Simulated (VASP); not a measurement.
# GaSb (F-43m) in VASP: notebook

Runs on GaSb. Level: PBE. Tasks: single point.

All numbers are computed with VASP 6.6.1; they aren't measurements. Logs are shortened: lines on timing, memory, paths and dates and some standing lists are left out, and cuts for length are marked.

### Step 1. The crystal as given

Symmetry: F-43m, No. 216, cubic system. Conventional cell: a = 6.118 Å, b = 6.118 Å, c = 6.118 Å, α = 90.00°, β = 90.00°, γ = 90.00°. Around Sb (site symmetry -43m) lie 4 Ga at 2.65 Å. Ga (site symmetry -43m) is surrounded by 4 Sb at 2.65 Å.

### Step 2. Single point, PBE, spin-orbit coupling, no magnetisation

Input file INCAR:

```
SYSTEM = GaSb
  ALGO = Normal
  EDIFF = 1E-7
  ENCUT = 400
  GGA = PE
  GGA_COMPAT = .FALSE.
  ISIF = 2
  ISMEAR = 0
  LASPH = .TRUE.
  LCHARG = .FALSE.
  LNONCOLLINEAR = .TRUE.
  LORBIT = 11
  LREAL = .FALSE.
  LSORBIT = .TRUE.
  LWAVE = .FALSE.
  MAGMOM = 0 0 0 0 0 0
  NBANDS = 34
  NELM = 100
  PREC = Accurate
  SIGMA = 0.02
```

Input file KPOINTS:

```
k-points
0
G
  5 5 5
  0 0 0
```

Input file POSCAR:

```
GaSb
1.0
    0.0000000000      3.0590000000      3.0590000000
    3.0590000000      0.0000000000      3.0590000000
    3.0590000000      3.0590000000      0.0000000000
Sb Ga
1 1
Direct
    0.7500000000      0.7500000000      0.7500000000
    0.0000000000      0.0000000000      0.0000000000
```

Potentials or basis: VASP PAW PBE potentials, release 64 (Sb, Ga_d).

Started as:

```console
cat potpaw_PBE.64/Sb/POTCAR potpaw_PBE.64/Ga_d/POTCAR > POTCAR
mpirun -np 1 vasp_ncl > vasp.out
```

OUTCAR:

```text
SYSTEM = GaSb
   EDIFF = 1E-7
   ENCUT = 400
   GGA = PE
   ISIF = 2
   ISMEAR = 0
   LASPH = .TRUE.
   LNONCOLLINEAR = .TRUE.
   LORBIT = 11
   LREAL = .FALSE.
   LSORBIT = .TRUE.
   NELM = 100
   PREC = Accurate

 Found     14 irreducible k-points:

 Following reciprocal coordinates:
            Coordinates               Weight
  0.000000  0.000000  0.000000      1.000000
  0.200000  0.000000  0.000000      4.000000
 -0.200000  0.000000  0.000000      4.000000
  0.400000  0.000000  0.000000      4.000000
 -0.400000  0.000000  0.000000      4.000000
  0.200000  0.200000  0.000000      6.000000
   k-points           NKPTS =     14   k-points in BZ     NKDIM =     14   number of bands    NBANDS=     34
   number of dos      NEDOS =    301   number of ions     NIONS =      2
   total plane-waves  NPLWV =  21952
   dimension x,y,z NGX =    28 NGY =   28 NGZ =   28
   dimension x,y,z NGXF=    56 NGYF=   56 NGZF=   56
   ions per type =               1   1
   NGX,Y,Z   is equivalent  to a cutoff of  10.76, 10.76, 10.76 a.u.
   NGXF,Y,Z  is equivalent  to a cutoff of  21.52, 21.52, 21.52 a.u.
 SYSTEM =  GaSb
   PREC   = accura    normal or accurate (medium, high low for compatibility)
   ISTART =      0    job   : 0-new  1-cont  2-samecut
   ICHARG =      2    charge: 1-file 2-atom 10-const
   ISPIN  =      1    spin polarized calculation?
   LNONCOLLINEAR =      T non collinear calculations
   LSORBIT =      T    spin-orbit coupling
   LASPH  =      T    aspherical Exc in radial PAW
   ENCUT  =  400.0 eV  29.40 Ry    5.42 a.u.   7.05  7.05  7.05*2*pi/ulx,y,z
   NELM   =    100;   NELMIN=  2; NELMDL= -5     # of ELM steps
   EDIFF  = 0.1E-06   stopping-criterion for ELM
   LREAL  =      F    real-space projection
   EDIFFG = 0.1E-05   stopping-criterion for IOM
   NSW    =      0    number of steps for IOM
   IBRION =     -1    ionic relax: 0-MD 1-quasi-New 2-CG
   NFREE  =      0    steps in history (QN), initial steepest desc. (CG)
   ISIF   =      2    stress and relaxation
   ISYM   =      2    0-nonsym 1-usesym 2-fastsym
   POTIM  = 0.5000    time-step for ionic-motion
   TEBEG  =    0.0;   TEEND  =   0.0 temperature during run
   PSTRESS=    0.0 pullay stress
   NELECT =      18.0000    total number of electrons
   NUPDOWN=      -1.0000    fix difference up-down
   EMIN   =  10.00;   EMAX   =-10.00  energy-range for DOS
   EFERMI =   0.00;   METHOD = LEGACY
   ISMEAR =     0;   SIGMA  =   0.02  broadening in eV -4-tet -1-fermi 0-gaus
   EFERMI_NEDOS =   21; number of points for ismear=-14 and -15
   IALGO  =     38    algorithm
   IMIX   =      4    mixing-type and parameters
     AMIX     =   0.40;   BMIX     =  1.00
     AMIX_MAG =   1.60;   BMIX_MAG =  1.00
  volume/ion in A,a.u.               =      28.62       193.17
  Fermi-wavevector in a.u.,A,eV,Ry     =   1.113208  2.103657 16.860766  1.239231
  Thomas-Fermi vector in A             =   2.249790
   LORBIT       =     11    0 simple, 1 ext, 2 COOP (PROOUT), +10 PAW based schemes
   GGA     = PE    functional components
   LHFCALC =     F    Hartree Fock is set to
   AEXX    =    0.0000 exact exchange contribution
   IVDW    =     0    specifies the selected vdW correction
   LEPSILON=     F    determine dielectric tensor
   LRPA    =     F    only Hartree local field effects (RPA)
 Gauss-broadening in eV      SIGMA  =   0.02
  energy-cutoff  :      400.00
  volume of cell :       57.25
 maximum number of plane-waves:      2110
   NGX = 15   NGY = 15   NGZ = 15

 number of electron      18.0000013 magnetization       0.0000000      0.0000000      0.0000000

 number of electron      18.0000013 magnetization      -0.0000000     -0.0000000     -0.0000000

 number of electron      18.0000013 magnetization      -0.0000000      0.0000000     -0.0000000

 number of electron      18.0000013 magnetization       0.0000000     -0.0000000      0.0000000

 Free energy of the ion-electron system (eV)
  ---------------------------------------------------
  ext. energy  EPLUGINS =         0.00000000
  ---------------------------------------------------
  free energy    TOTEN  =        -7.34665163 eV

  energy without entropy =       -7.34647109  energy(sigma->0) =       -7.34656136

 E-fermi :   5.1110     XC(G=0):  -9.0755

 val. band max:        5.1109777914   @ k =   0.0000   0.0000   0.0000
 cond. band min:       5.1109781088   @ k =   0.0000   0.0000   0.0000
 fundamental gap:      0.0000003174
 Fermi energy:         5.1109779469

 k-point     1 :       0.0000    0.0000    0.0000
  band No.  band energies     occupation
      1     -10.4101      1.00000
      2     -10.4101      1.00000
      3     -10.4101      1.00000
      4     -10.4101      1.00000
      5      -9.9741      1.00000
      6      -9.9741      1.00000
[... 22 lines left out ...]
     29      13.4700      0.00000
     30      13.4700      0.00000

 k-point     2 :       0.2000    0.0000    0.0000
  band No.  band energies     occupation
      1     -10.4118      1.00000
      2     -10.4118      1.00000
      3     -10.4112      1.00000
      4     -10.4075      1.00000
      5      -9.9741      1.00000
      6      -9.9741      1.00000
[... 22 lines left out ...]
     29      12.3890      0.00000
     30      12.4038      0.00000

 k-point     3 :      -0.2000    0.0000    0.0000
  band No.  band energies     occupation
      1     -10.4118      1.00000
      2     -10.4118      1.00000
      3     -10.4112      1.00000
      4     -10.4075      1.00000
      5      -9.9741      1.00000
      6      -9.9741      1.00000
[... 22 lines left out ...]
     29      12.3890      0.00000
     30      12.4038      0.00000

 k-point     4 :       0.4000    0.0000    0.0000
  band No.  band energies     occupation
      1     -10.4148      1.00000
      2     -10.4148      1.00000
      3     -10.4094      1.00000
      4     -10.4071      1.00000
      5      -9.9738      1.00000
      6      -9.9738      1.00000
[... 22 lines left out ...]
     29      13.6734      0.00000
     30      13.6734      0.00000

 k-point     5 :      -0.4000    0.0000    0.0000
  band No.  band energies     occupation
      1     -10.4148      1.00000
      2     -10.4148      1.00000
      3     -10.4094      1.00000
      4     -10.4071      1.00000
      5      -9.9738      1.00000
      6      -9.9738      1.00000
[... 22 lines left out ...]
     29      13.6735      0.00000
     30      13.6735      0.00000

 k-point     6 :       0.2000    0.2000    0.0000
  band No.  band energies     occupation
      1     -10.4150      1.00000
      2     -10.4150      1.00000
      3     -10.4062      1.00000
      4     -10.4062      1.00000
      5      -9.9752      1.00000
      6      -9.9752      1.00000
[... 22 lines left out ...]
     29      13.0384      0.00000
     30      13.0384      0.00000

 [... further k-points ...]

 [bands above 30 left out]

------------------------ aborting loop because EDIFF is reached ----------------------------------------

  FORCE on cell =-STRESS in cart. coord.  units (eV):
  Direction    XX          YY          ZZ          XY          YZ          ZX
  --------------------------------------------------------------------------------------
  -------------------------------------------------------------------------------------
  Total        0.9153676      0.9153676      0.9153676     -0.0000000     -0.0000000     -0.0000000
  in kB       25.6175548     25.6175548     25.6175548     -0.0000000     -0.0000000     -0.0000000
  external PRESSURE =      25.6175548 kB  Pullay stress =       0.0000000 kB

 VOLUME and BASIS-vectors are now :
 -----------------------------------------------------------------------------
  energy-cutoff  :      400.00
  volume of cell :       57.25
      direct lattice vectors                 reciprocal lattice vectors
     0.000000000  3.059000000  3.059000000    -0.163452109  0.163452109  0.163452109
     3.059000000  0.000000000  3.059000000     0.163452109 -0.163452109  0.163452109
     3.059000000  3.059000000  0.000000000     0.163452109  0.163452109 -0.163452109

 POSITION                                       TOTAL-FORCE (eV/Angst)
 -----------------------------------------------------------------------------------
      4.58850      4.58850      4.58850        -0.000000     -0.000000     -0.000000
      0.00000      0.00000      0.00000         0.000000      0.000000      0.000000
 -----------------------------------------------------------------------------------
    total drift:                               -0.000002     -0.000002     -0.000002

  FREE ENERGIE OF THE ION-ELECTRON SYSTEM (eV)
  ---------------------------------------------------
  free  energy   TOTEN  =        -7.3466516267 eV

  energy  without entropy=       -7.3464710860  energy(sigma->0) =       -7.34656136

 Spin-Orbit-Coupling matrix elements

 Ion:    1  E_soc:     -0.1269493
 l=   1
     0.0000000    -0.0210084    -0.0210084
    -0.0210084     0.0000000    -0.0210084
    -0.0210084    -0.0210084     0.0000000
 l=   2
     0.0000000    -0.0000618     0.0000000    -0.0000618    -0.0000880
    -0.0000618     0.0000000    -0.0000660    -0.0000618    -0.0000220
     0.0000000    -0.0000660     0.0000000    -0.0000660     0.0000000
    -0.0000618    -0.0000618    -0.0000660     0.0000000    -0.0000220
    -0.0000880    -0.0000220     0.0000000    -0.0000220     0.0000000
 l=   3
     0.0000000     0.0000000     0.0000000     0.0000000     0.0000000     0.0000000     0.0000000
     0.0000000     0.0000000     0.0000000     0.0000000     0.0000000     0.0000000     0.0000000
     0.0000000     0.0000000     0.0000000     0.0000000     0.0000000     0.0000000     0.0000000
     0.0000000     0.0000000     0.0000000     0.0000000     0.0000000     0.0000000     0.0000000
     0.0000000     0.0000000     0.0000000     0.0000000     0.0000000     0.0000000     0.0000000
     0.0000000     0.0000000     0.0000000     0.0000000     0.0000000     0.0000000     0.0000000
     0.0000000     0.0000000     0.0000000     0.0000000     0.0000000     0.0000000     0.0000000

 Ion:    2  E_soc:     -0.0120807
 l=   1
     0.0000000    -0.0012056    -0.0012056
    -0.0012056     0.0000000    -0.0012056
    -0.0012056    -0.0012056     0.0000000
 l=   2
     0.0000000    -0.0001480     0.0000000    -0.0001480    -0.0006599
    -0.0001480     0.0000000    -0.0004949    -0.0001480    -0.0001650
     0.0000000    -0.0004949     0.0000000    -0.0004949     0.0000000
    -0.0001480    -0.0001480    -0.0004949     0.0000000    -0.0001650
    -0.0006599    -0.0001650     0.0000000    -0.0001650     0.0000000
 l=   3
     0.0000000     0.0000000     0.0000000     0.0000000     0.0000000     0.0000000     0.0000000
     0.0000000     0.0000000     0.0000000     0.0000000     0.0000000     0.0000000     0.0000000
     0.0000000     0.0000000     0.0000000     0.0000000     0.0000000     0.0000000     0.0000000
     0.0000000     0.0000000     0.0000000     0.0000000     0.0000000     0.0000000     0.0000000
     0.0000000     0.0000000     0.0000000     0.0000000     0.0000000     0.0000000     0.0000000
     0.0000000     0.0000000     0.0000000     0.0000000     0.0000000     0.0000000     0.0000000
     0.0000000     0.0000000     0.0000000     0.0000000     0.0000000     0.0000000     0.0000000

 total charge

# of ion       s       p       d       tot
------------------------------------------
    1        1.125   1.353   0.027   2.505
    2        0.905   0.770   9.963  11.638
--------------------------------------------------
tot          2.030   2.123   9.990  14.143

 magnetization (x)

# of ion       s       p       d       tot
------------------------------------------
    1        0.000  -0.000   0.000  -0.000
    2        0.000   0.000   0.000   0.000
--------------------------------------------------
tot          0.000  -0.000   0.000  -0.000

 magnetization (y)

# of ion       s       p       d       tot
------------------------------------------
    1        0.000   0.000   0.000   0.000
    2        0.000   0.000   0.000   0.000
--------------------------------------------------
tot          0.000   0.000   0.000   0.000

 magnetization (z)

# of ion       s       p       d       tot
------------------------------------------
    1       -0.000   0.000   0.000   0.000
    2       -0.000  -0.000   0.000  -0.000
--------------------------------------------------
tot         -0.000   0.000   0.000  -0.000
```

Run time: 23 s. Hardware: 1 thread of Intel Xeon 6975P-C (Granite Rapids), shared host; peak memory 0.25 GiB.

The run converged, but some of its settings lie outside the range that counts as converged, so its numbers aren't taken as properties of the crystal.

Results:

* Free energy: -7.3467 eV
* Pressure: 2.6 GPa
* Valence electrons inside the program's atomic spheres: Sb 2.50; Ga 11.64

### Step 3. Single point, PBE, spin-orbit coupling, no magnetisation

Changes to INCAR since step 2:

```diff
@@ -3,3 +3,3 @@
   EDIFF = 1E-7
-  ENCUT = 400
+  ENCUT = 250
   GGA = PE
```

Input file KPOINTS:

```
k-points
0
G
  7 7 7
  0 0 0
```

POSCAR is that of step 2.

Potentials or basis: VASP PAW PBE potentials, release 64 (Sb, Ga_d).

Started as:

```console
cat potpaw_PBE.64/Sb/POTCAR potpaw_PBE.64/Ga_d/POTCAR > POTCAR
mpirun -np 1 vasp_ncl > vasp.out
```

OUTCAR:

```text
SYSTEM = GaSb
   EDIFF = 1E-7
   ENCUT = 250
   GGA = PE
   ISIF = 2
   ISMEAR = 0
   LASPH = .TRUE.
   LNONCOLLINEAR = .TRUE.
   LORBIT = 11
   LREAL = .FALSE.
   LSORBIT = .TRUE.
   NELM = 100
   PREC = Accurate

 Found     30 irreducible k-points:

 Following reciprocal coordinates:
            Coordinates               Weight
  0.000000  0.000000  0.000000      1.000000
  0.142857  0.000000  0.000000      4.000000
 -0.142857  0.000000  0.000000      4.000000
  0.285714  0.000000  0.000000      4.000000
 -0.285714  0.000000  0.000000      4.000000
  0.428571  0.000000  0.000000      4.000000
   k-points           NKPTS =     30   k-points in BZ     NKDIM =     30   number of bands    NBANDS=     34
   number of dos      NEDOS =    301   number of ions     NIONS =      2
   total plane-waves  NPLWV =  13824
[... 343 lines left out ...]
     0.0000000     0.0000000     0.0000000     0.0000000     0.0000000     0.0000000     0.0000000
     0.0000000     0.0000000     0.0000000     0.0000000     0.0000000     0.0000000     0.0000000
     0.0000000     0.0000000     0.0000000     0.0000000     0.0000000     0.0000000     0.0000000
     0.0000000     0.0000000     0.0000000     0.0000000     0.0000000     0.0000000     0.0000000
     0.0000000     0.0000000     0.0000000     0.0000000     0.0000000     0.0000000     0.0000000
     0.0000000     0.0000000     0.0000000     0.0000000     0.0000000     0.0000000     0.0000000

 total charge

# of ion       s       p       d       tot
------------------------------------------
    1        1.128   1.347   0.028   2.502
    2        0.910   0.768   9.972  11.650
--------------------------------------------------
tot          2.038   2.115   9.999  14.152

 magnetization (x)

# of ion       s       p       d       tot
------------------------------------------
    1        0.000   0.000   0.000   0.000
    2        0.000  -0.000   0.000  -0.000
--------------------------------------------------
tot          0.000  -0.000   0.000  -0.000

 magnetization (y)

# of ion       s       p       d       tot
------------------------------------------
    1        0.000   0.000   0.000   0.000
    2        0.000   0.000   0.000   0.000
--------------------------------------------------
tot          0.000   0.000   0.000   0.000

 magnetization (z)

# of ion       s       p       d       tot
------------------------------------------
    1       -0.000  -0.000   0.000  -0.000
    2        0.000   0.000   0.000   0.000
--------------------------------------------------
tot          0.000   0.000   0.000   0.000
```

OSZICAR:

```text
N       E                     dE             d eps       ncg     rms          rms(c)
DAV:   1     0.862894103222E+02    0.86289E+02   -0.53765E+03  2132   0.861E+02
DAV:   2     0.300527031960E+01   -0.83284E+02   -0.79184E+02  2162   0.236E+02
DAV:   3    -0.719095859104E+01   -0.10196E+02   -0.10071E+02  2516   0.739E+01
DAV:   4    -0.744330801492E+01   -0.25235E+00   -0.25180E+00  2304   0.127E+01
DAV:   5    -0.744901510780E+01   -0.57071E-02   -0.57058E-02  2626   0.177E+00    0.365E+00
DAV:   6    -0.739837859270E+01    0.50637E-01   -0.67611E-02  2822   0.392E+00    0.214E+00
DAV:   7    -0.738547639593E+01    0.12902E-01   -0.31672E-02  2300   0.135E+00    0.135E+00
DAV:   8    -0.738572204500E+01   -0.24565E-03   -0.49383E-03  2240   0.457E-01    0.263E-01
DAV:   9    -0.738641619925E+01   -0.69415E-03   -0.96588E-04  2260   0.277E-01    0.545E-02
DAV:  10    -0.738668180840E+01   -0.26561E-03   -0.24893E-04  2158   0.112E-01    0.200E-02
DAV:  11    -0.738675940179E+01   -0.77593E-04   -0.10591E-04  2262   0.498E-02    0.102E-02
DAV:  12    -0.738675983976E+01   -0.43797E-06   -0.23510E-06  2740   0.938E-03    0.858E-03
DAV:  13    -0.738675993130E+01   -0.91538E-07   -0.25431E-07  2022   0.262E-03
   1 F= -.73867599E+01 E0= -.73867270E+01  d E =-.657947E-04  mag=     0.0000    -0.0000     0.0000
```

stdout:

```text
POSCAR found type information on POSCAR SbGa
 POSCAR found :  2 types and       2 ions
 scaLAPACK will be used
 LDA part: xc-table for (Slater+PW92), standard interpolation
 POSCAR, INCAR and KPOINTS ok, starting setup
 FFT: planning ... GRIDC
 FFT: planning ... GRID_SOFT
 FFT: planning ... GRID
 WAVECAR not read
 entering main loop
```

It took 20 s on 1 thread of Intel Xeon 6975P-C (Granite Rapids), shared host; peak memory 0.2 GiB.

The run converged, but a check on its numbers failed (symmetry, net force, bounds or a known fault of this set-up), so they aren't taken as properties of the crystal.

Caveat: the cutoff lies under the usual one of these potentials, so the numbers hold a large basis-set error.

(Continued in part 2 of 2.)
